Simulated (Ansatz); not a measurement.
# Ni(100) / 3 layers Cu(100) / Ni(100): resistance against film thickness, part 2 of 3

How does the resistance across the layers grow with the film in Ni(100) / 3 layers Cu(100) / Ni(100)?

Ansatz 0.2.0; Ansatz plane-wave DFT, PBEsol, PAW files, collinear spin; ballistic transport by layer matching (Landauer), zero bias; PAW set soft_1.

So far. Step 2 (With 3 layers): Open channels over k1 and k2. At 0.0080 eV from the Fermi level, spin up.

**2. With 3 layers (continued)**

Transmission over k1 and k2. At 0.0080 eV from the Fermi level, spin down.

Values, 12 rows by 16 columns, each cell a mean:
```
0.31 0.36 0.46 0.18 0.37 0.54 0.79 0.72 0.32 0.80 0.66 0.46 0.28 0.18 0.61 0.27
0.29 0.41 0.81 0.89 0.96 0.92 0.86 0.79 0.72 0.81 0.90 0.95 0.94 0.85 0.67 0.38
0.02 0.41 0.94 1.00 0.99 0.97 0.97 0.97 0.97 0.97 0.97 0.98 0.99 0.99 0.77 0.14
0.06 0.72 0.93 0.97 0.98 0.98 0.99 0.99 0.99 0.99 0.99 0.98 0.98 0.96 0.92 0.35
0.29 0.85 0.86 0.95 0.98 1.00 0.96 0.92 0.92 0.93 0.99 0.99 0.97 0.92 0.80 0.77
0.15 0.47 0.75 0.95 0.98 0.99 0.91 0.92 0.91 0.90 0.96 0.99 0.97 0.91 0.54 0.43
0.30 0.79 0.80 0.95 0.98 0.99 0.92 0.90 0.91 0.90 0.97 0.99 0.97 0.91 0.71 0.77
0.17 0.84 0.89 0.96 0.98 0.99 0.99 0.96 0.96 0.97 0.99 0.99 0.97 0.93 0.87 0.59
0.05 0.61 0.96 0.99 0.98 0.98 0.98 0.98 0.99 0.98 0.98 0.98 0.99 0.98 0.90 0.26
0.00 0.27 0.90 1.00 0.99 0.96 0.94 0.94 0.94 0.94 0.95 0.97 1.00 0.98 0.65 0.06
0.50 0.45 0.67 0.63 0.82 0.88 0.84 0.74 0.50 0.76 0.88 0.87 0.74 0.59 0.63 0.56
0.16 0.41 0.29 0.04 0.12 0.21 0.46 0.41 0.18 0.49 0.31 0.16 0.08 0.06 0.57 0.16
```
Columns: k1 (b1) from -0.5 to 0.467; rows upwards: k2 (b2) from -0.5 to 0.467.

Spin density in the ca plane at fractional y = 0.000, with atoms of Ni and Cu within 0.2 Å of it.

Ten even steps from '0' (0.0 e/Å³) to '9' (2.4 e/Å³), each cell a mean:
```
52000000035100000003300000000000000000013100
10000000001000000000000000000000000000000000
00000000000000000000000000000000000000000000
00000000000000000000000000000000000000000000
00000000000000000000000000000000000000000000
00000000000000000000000000000000000000000000
31000000023000000002200000000000000000002100
93000000059100000005500000000000000000016300
```
Columns run along c (16.0 Å, from fractional 0.03 to 0.67 of the cell), rows up along a (2.5 Å). Atoms in or near the plane, at fractional coordinates: Ni at (0.04, 0.00), Ni at (0.18, 0.00), Ni at (0.32, 0.00), Cu at (0.46, 0.00), Ni at (0.61, 0.00).

ELF in the ca plane at fractional y = 0.000, with atoms of Ni and Cu within 0.2 Å of it. It is the smooth field of the valence electrons, not physical close to the nuclei.

Ten even steps from '0' (0.15) to '9' (0.97), each cell a mean:
```
85001110168300110027720011000240001110048510
31001110012001111002200111100000001110012100
00011111000011111100001110110000011011000001
01111112110111111210011100111000111011110112
00111111100011111100001100110000111011100011
10011111001001111001100111100000011111001001
63001110146200110015510011100120001110036400
96101100289400110039930010000361000010069710
```
Columns run along c (16.0 Å, from fractional 0.03 to 0.67 of the cell), rows up along a (2.5 Å). Atoms in or near the plane, at fractional coordinates: Ni at (0.04, 0.00), Ni at (0.18, 0.00), Ni at (0.32, 0.00), Cu at (0.46, 0.00), Ni at (0.61, 0.00).

Electrostatic potential energy in the ca plane at fractional y = 0.000, with atoms of Ni and Cu within 0.2 Å of it. With pseudopotentials it is smooth inside the atoms' cores, unlike the true potential.

Ten even steps from '0' (-24 eV) to '9' (21 eV), each cell a mean:
```
96489997479559999648847999982000599999569648
44699998544479999844448999985102799999744469
57899999866799999986689999998667999999976689
89999899988999999998899999999889999899998999
78999999987899999987789999999878999999987899
44799999644589999854468999997324899999844479
75589998467469999746647999983000699999557548
97489997489659999659946999981000499998479848
```
Columns run along c (16.0 Å, from fractional 0.03 to 0.67 of the cell; values clipped at the 3rd and 97th percentile), rows up along a (2.5 Å). Atoms in or near the plane, at fractional coordinates: Ni at (0.04, 0.00), Ni at (0.18, 0.00), Ni at (0.32, 0.00), Cu at (0.46, 0.00), Ni at (0.61, 0.00).

The lead's potential steps by 1.4 meV from period to period, small in itself. The program estimates the junction's conductance to 2.2 % from the k-mesh, 0.2 % from the leads' distance from neutral and 0.6 % from their steps.

By hand: 1/G − 1/G_lead = 1/0.8894 − 1/1.860 = 0.587 fΩ m² with G in 10¹⁵ S/m²; the program, which takes the two spins apart, gives 0.183.

**3. With 5 layers, film layers 5**

The stack now holds 5 film layers; the k-mesh follows the cell, and the energies span -0.27 to 0.27 eV.

System of this step: Ni(100) / 5 layers Cu(100) / Ni(100). The cell holds 16 atoms: 11 Ni and 5 Cu. Cell: a = 2.492 Å, b = 2.492 Å, c = 28.892 Å, α = 90.0°, β = 90.0°, γ = 90.0°. It derives from Ni and Cu. Regions: lead, 11 atoms (11 Ni); films, 5 atoms (5 Cu). The structure is stacked along c, and the current runs across the ab planes.

Input file input.yaml:

```yaml
crystal:
  lattice:
    - [2.4918442969, 0.0, 0.0]
    - [0.0, 2.4918442969, 0.0]
    - [0.0, 0.0, 28.8919601608]
  atoms:
    - { symbol: Ni, position: [0.0, 0.0, 0.030492912], spin: 1.0 }
    - { symbol: Ni, position: [0.5, 0.5, 0.0914787361], spin: 1.0 }
    - { symbol: Ni, position: [0.0, 0.0, 0.1524645602], spin: 1.0 }
    - { symbol: Ni, position: [0.5, 0.5, 0.2134503843], spin: 1.0 }
    - { symbol: Ni, position: [0.0, 0.0, 0.2744362084], spin: 1.0 }
    - { symbol: Cu, position: [0.5, 0.5, 0.337844714] }
    - { symbol: Cu, position: [0.0, 0.0, 0.403675901] }
    - { symbol: Cu, position: [0.5, 0.5, 0.469507088] }
    - { symbol: Cu, position: [0.0, 0.0, 0.535338275] }
    - { symbol: Cu, position: [0.5, 0.5, 0.601169462] }
    - { symbol: Ni, position: [0.0, 0.0, 0.6645779675], spin: 1.0 }
    - { symbol: Ni, position: [0.5, 0.5, 0.7255637916], spin: 1.0 }
    - { symbol: Ni, position: [0.0, 0.0, 0.7865496157], spin: 1.0 }
    - { symbol: Ni, position: [0.5, 0.5, 0.8475354398], spin: 1.0 }
    - { symbol: Ni, position: [0.0, 0.0, 0.9085212639], spin: 1.0 }
    - { symbol: Ni, position: [0.5, 0.5, 0.969507088], spin: 1.0 }
magnetization:
  spin_polarized: true
kpoints:
  mp_grid: { grid: [15, 15, 1] }
hamiltonian:
  xc: pbesol
  pseudopotentials: { kind: paw, azcp: { folder: soft_1 }, xc_functional: pbe }
scf:
  occupations: { method: fermi_dirac, width: 0.1 }
output:
  transmission:
    leads: [[0, 1]]
    kmesh: [30, 30]
    e_range: [-0.27, 0.27]
    de: 0.036
  write_potential: true
  write_density: true
  volumetric_format: npy
```

Launch:

```console
$ ansatz run input.yaml --threads 4 --pin off --max-ram 8192MiB --backend cpu --events-out ev --progress --plain --runs-dir out
```

Numbers of over 12 decimals in the logs are rounded to 6 here.

The log of the run:

```text
[...]
Crystal: 16 atoms, lattice volume = 179.399 Å³
Basis set: ecut = 420 eV, 3481 PW (Γ)
Bands: 183, of which v1, the nominal top of the filled ones, is band 147 counted from 1 (146 counted from 0)
Symmetry: 16 space group operations
[...]
k-points: 36 of 225
[...]
Starting moments: Σ|m| = 11 μB on 11 of 16 sites
[...]
points     : 136, standing for a mesh of 30 x 30
[...]
filled         : 17.8 meV under the level at which it is neutral
    channels       : 7.922222e-1 up, 2.173333e0 down
[...]
slowest decay  : 0.0042 /Å at (0.4000, 0.3667)
  junction   : crystal 0 to crystal 0, -0.69 to 26.44 Å
    transmission   : 7.191274e-1 up, 6.667785e-1 down
[...]
resistance     : 1.8361e-4 Ω µm² beyond half of each lead's own
[key lines of the parts left out:]
SCF converged after 36 iterations
Magnetization: 6.5661 μB (149.7831 up, 143.2169 down)
Free energy (F): -96798.642360 eV
Fermi energy:    17.113190 eV
```

Run time: 4.2 min. Hardware: 4 threads of Arm Neoverse V2, shared host; peak memory 2.1 GiB.

Numbers from this step:

```
free energy                                                                : -96798.6424 eV
energy at zero smearing                                                    : -96798.3153 eV
Fermi energy                                                               : 17.11 eV
magnetization                                                              : 6.566 μB
absolute magnetization                                                     : 7.471 μB
estimated errors of the lead's conductance                                 : 0, 2, 0.6 % (band edges, k-mesh, distance from neutral)
lead conductance per cell                                                  : 1.489 G₀
conductance of the junction                                                : 8.61e14 S/m²
junction conductance per cell                                              : 0.6900 G₀
estimated errors of the junction's conductance                             : 0.1, 0.3, 2.6, 1.2, 0 % (energy step, band edges, k-mesh, leads' steps, distance from neutral)
area resistance that the stack adds (contact term taken off, spin by spin) : 0.1836 fΩ m²
```

Per spin. The transmission, zone mean by energy, zero at the Fermi level:

```tsv
energy (eV)	T up	T down
-0.270	0.643	0.507
-0.234	0.657	0.556
-0.198	0.690	0.540
-0.162	0.700	0.579
-0.126	0.704	0.635
-0.090	0.705	0.635
-0.054	0.708	0.665
-0.018	0.715	0.665
0.018	0.719	0.667
0.054	0.721	0.650
0.090	0.724	0.655
0.126	0.728	0.631
0.162	0.742	0.623
0.198	0.749	0.618
0.234	0.758	0.620
0.270	0.762	0.618
```

The conductance of the junction is 8.6e14 S/m², 3.2 % under the 8.9e14 S/m² of the last finished run, no more than the error estimates, leads' steps apart, of 2.2 and 2.6 % together.

**4. With 6 layers, film layers 6**

The stack now holds 6 film layers; the k-mesh follows the cell, and the energies span -0.27 to 0.27 eV.

System of this step: Ni(100) / 6 layers Cu(100) / Ni(100). The cell holds 16 atoms: 10 Ni and 6 Cu. Its edges and angles: a = 2.492 Å, b = 2.492 Å, c = 29.032 Å, α = 90.0°, β = 90.0°, γ = 90.0°. It derives from Ni and Cu. Regions: lead, 10 atoms (10 Ni); films, 6 atoms (6 Cu). The structure is stacked along c, and the current runs across the ab planes.

input.yaml, the sections that differ from step 3:

```yaml
crystal:
  lattice:
    - [2.4918442969, 0.0, 0.0]
    - [0.0, 2.4918442969, 0.0]
    - [0.0, 0.0, 29.0319521929]
  atoms:
    - { symbol: Ni, position: [0.0, 0.0, 0.0303458753], spin: 1.0 }
    - { symbol: Ni, position: [0.5, 0.5, 0.0910376258], spin: 1.0 }
    - { symbol: Ni, position: [0.0, 0.0, 0.1517293763], spin: 1.0 }
    - { symbol: Ni, position: [0.5, 0.5, 0.2124211269], spin: 1.0 }
    - { symbol: Ni, position: [0.0, 0.0, 0.2731128774], spin: 1.0 }
    - { symbol: Cu, position: [0.5, 0.5, 0.3362156272] }
    - { symbol: Cu, position: [0.0, 0.0, 0.4017293763] }
    - { symbol: Cu, position: [0.5, 0.5, 0.4672431254] }
    - { symbol: Cu, position: [0.0, 0.0, 0.5327568746] }
    - { symbol: Cu, position: [0.5, 0.5, 0.5982706237] }
    - { symbol: Cu, position: [0.0, 0.0, 0.6637843728] }
    - { symbol: Ni, position: [0.5, 0.5, 0.7268871226], spin: 1.0 }
    - { symbol: Ni, position: [0.0, 0.0, 0.7875788731], spin: 1.0 }
    - { symbol: Ni, position: [0.5, 0.5, 0.8482706237], spin: 1.0 }
    - { symbol: Ni, position: [0.0, 0.0, 0.9089623742], spin: 1.0 }
    - { symbol: Ni, position: [0.5, 0.5, 0.9696541247], spin: 1.0 }
# magnetization, kpoints, hamiltonian, scf, output: as in step 3
```

The log of the run:

```text
[...]
Crystal: 16 atoms, lattice volume = 180.268 Å³
Basis set: ecut = 420 eV, 3489 PW (Γ)
Bands: 183, of which v1, the nominal top of the filled ones, is band 147 counted from 1 (146 counted from 0)
Symmetry: 16 space group operations
[...]
k-points: 36 of 225
[...]
Starting moments: Σ|m| = 10 μB on 10 of 16 sites
[...]
points     : 136, standing for a mesh of 30 x 30
[...]
filled         : 18.2 meV under the level at which it is neutral
    channels       : 7.922222e-1 up, 2.191111e0 down
[...]
slowest decay  : 0.0040 /Å at (0.4000, 0.3667)
  junction   : crystal 0 to crystal 0, 0.69 to 27.96 Å
    transmission   : 7.224886e-1 up, 6.653677e-1 down
[...]
resistance     : 1.7520e-4 Ω µm² beyond half of each lead's own
[key lines of the parts left out:]
SCF converged after 29 iterations
Magnetization: 5.9370 μB (149.9685 up, 144.0315 down)
Free energy (F): -97582.421236 eV
Fermi energy:    17.020665 eV
```

Run time: 3.9 min. Hardware: 4 threads; peak memory 2.1 GiB.

Numbers from this step:

```
free energy                                                                : -97582.4212 eV
energy at zero smearing                                                    : -97582.1177 eV
Fermi energy                                                               : 17.02 eV
magnetization                                                              : 5.937 μB
absolute magnetization                                                     : 6.759 μB
step of the lead's potential                                               : 1 meV
conductance of the junction                                                : 8.63e14 S/m²
junction conductance per cell                                              : 0.6919 G₀
estimated errors of the junction's conductance                             : 0.2, 0.2, 2.4, 2.8, 0.3 % (energy step, band edges, k-mesh, leads' steps, distance from neutral)
area resistance that the stack adds (contact term taken off, spin by spin) : 0.1752 fΩ m²
```

Per spin. Table of transmission, zone mean by energy, zero at the Fermi level:

```tsv
energy (eV)	T up	T down
-0.270	0.639	0.490
-0.234	0.650	0.535
-0.198	0.691	0.510
-0.162	0.703	0.538
-0.126	0.707	0.584
-0.090	0.706	0.601
-0.054	0.708	0.652
-0.018	0.720	0.666
0.018	0.722	0.665
0.054	0.724	0.685
0.090	0.726	0.662
0.126	0.736	0.633
0.162	0.745	0.619
0.198	0.753	0.618
0.234	0.756	0.619
0.270	0.760	0.625
```

The conductance of the junction is 8.6e14 S/m², 0.27 % over the 8.6e14 S/m² of the last finished run, within the error estimates, leads' steps apart, of 2.6 and 2.4 %.

**5. With 8 layers, film layers 8**

The stack now holds 8 film layers; the k-mesh follows the cell, and the energies span -0.27 to 0.27 eV.

System of this step: Ni(100) / 8 layers Cu(100) / Ni(100). The cell holds 18 atoms: 10 Ni and 8 Cu. Cell: a = 2.492 Å, b = 2.492 Å, c = 32.836 Å, α = 90.0°, β = 90.0°, γ = 90.0°. It derives from Ni and Cu. Regions: lead, 10 atoms (10 Ni); films, 8 atoms (8 Cu). The structure is stacked along c, and the current runs across the ab planes.

input.yaml, the sections that differ from step 4:

```yaml
crystal:
  lattice:
    - [2.4918442969, 0.0, 0.0]
    - [0.0, 2.4918442969, 0.0]
    - [0.0, 0.0, 32.8359362572]
  atoms:
    - { symbol: Ni, position: [0.0, 0.0, 0.0268303603], spin: 1.0 }
    - { symbol: Ni, position: [0.5, 0.5, 0.0804910808], spin: 1.0 }
    - { symbol: Ni, position: [0.0, 0.0, 0.1341518014], spin: 1.0 }
    - { symbol: Ni, position: [0.5, 0.5, 0.187812522], spin: 1.0 }
    - { symbol: Ni, position: [0.0, 0.0, 0.2414732425], spin: 1.0 }
    - { symbol: Cu, position: [0.5, 0.5, 0.2972656525] }
    - { symbol: Cu, position: [0.0, 0.0, 0.3551897518] }
    - { symbol: Cu, position: [0.5, 0.5, 0.4131138511] }
    - { symbol: Cu, position: [0.0, 0.0, 0.4710379504] }
    - { symbol: Cu, position: [0.5, 0.5, 0.5289620496] }
    - { symbol: Cu, position: [0.0, 0.0, 0.5868861489] }
    - { symbol: Cu, position: [0.5, 0.5, 0.6448102482] }
    - { symbol: Cu, position: [0.0, 0.0, 0.7027343475] }
    - { symbol: Ni, position: [0.5, 0.5, 0.7585267575], spin: 1.0 }
    - { symbol: Ni, position: [0.0, 0.0, 0.812187478], spin: 1.0 }
    - { symbol: Ni, position: [0.5, 0.5, 0.8658481986], spin: 1.0 }
    - { symbol: Ni, position: [0.0, 0.0, 0.9195089192], spin: 1.0 }
    - { symbol: Ni, position: [0.5, 0.5, 0.9731696397], spin: 1.0 }
# magnetization, kpoints, hamiltonian, scf, output: as in step 4
```

The log of the run:

```text
[...]
Crystal: 18 atoms, lattice volume = 203.888 Å³
Basis set: ecut = 420 eV, 3965 PW (Γ)
Bands: 206, of which v1, the nominal top of the filled ones, is band 166 counted from 1 (165 counted from 0)
Symmetry: 16 space group operations
[...]
k-points: 36 of 225
[...]
Starting moments: Σ|m| = 10 μB on 10 of 18 sites
[...]
points     : 136, standing for a mesh of 30 x 30
[...]
filled         : 17.2 meV under the level at which it is neutral
    channels       : 7.922222e-1 up, 2.173333e0 down
[...]
slowest decay  : 0.0042 /Å at (0.4000, 0.3667)
  junction   : crystal 0 to crystal 0, 0.69 to 31.76 Å
    transmission   : 7.217016e-1 up, 6.535512e-1 down
[...]
resistance     : 1.7742e-4 Ω µm² beyond half of each lead's own
[key lines of the parts left out:]
SCF converged after 29 iterations
Magnetization: 5.8967 μB (168.9483 up, 163.0517 down)
Free energy (F): -110759.944837 eV
Fermi energy:    16.922598 eV
```

Wall time 4.7 min (4 threads); peak memory 2.6 GiB; 18 min of CPU time.

This step gave:

```
free energy                                                                : -110759.9448 eV
energy at zero smearing                                                    : -110759.6291 eV
Fermi energy                                                               : 16.92 eV
magnetization                                                              : 5.897 μB
absolute magnetization                                                     : 6.716 μB
step of the lead's potential                                               : 1.1 meV
lead conductance per cell                                                  : 1.490 G₀
conductance of the junction                                                : 8.60e14 S/m²
junction conductance per cell                                              : 0.6896 G₀
estimated errors of the junction's conductance                             : 0.5, 0.2, 2.5, 69.6, 0.1 % (energy step, band edges, k-mesh, leads' steps, distance from neutral)
area resistance that the stack adds (contact term taken off, spin by spin) : 0.1774 fΩ m²
```

Per spin. Table of transmission, zone mean by energy, zero at the Fermi level:

```tsv
energy (eV)	T up	T down
-0.270	0.640	0.481
-0.234	0.655	0.526
-0.198	0.684	0.527
-0.162	0.698	0.552
-0.126	0.705	0.593
-0.090	0.704	0.624
-0.054	0.706	0.682
-0.018	0.720	0.672
0.018	0.722	0.654
0.054	0.722	0.646
0.090	0.724	0.642
0.126	0.731	0.634
0.162	0.740	0.627
0.198	0.747	0.618
0.234	0.761	0.628
0.270	0.768	0.619
```

The conductance of the junction is 8.6e14 S/m², 0.33 % under the 8.6e14 S/m² of the last finished run, within the error estimates, leads' steps apart, of 2.4 and 2.5 %. The estimate from the leads' steps, 70 %, is larger still.

(Part 2 of 3 ends here.)

[Logs are printed without paths, hosts, clocks, repeated set-up lines and the standing remarks that a program may print on its own settings, such as how far it seeks lower states.]

[Hosts, paths, dates, database ids (printed as entryN), source tags and the programs' standing remarks are cut or masked in the printed files.]
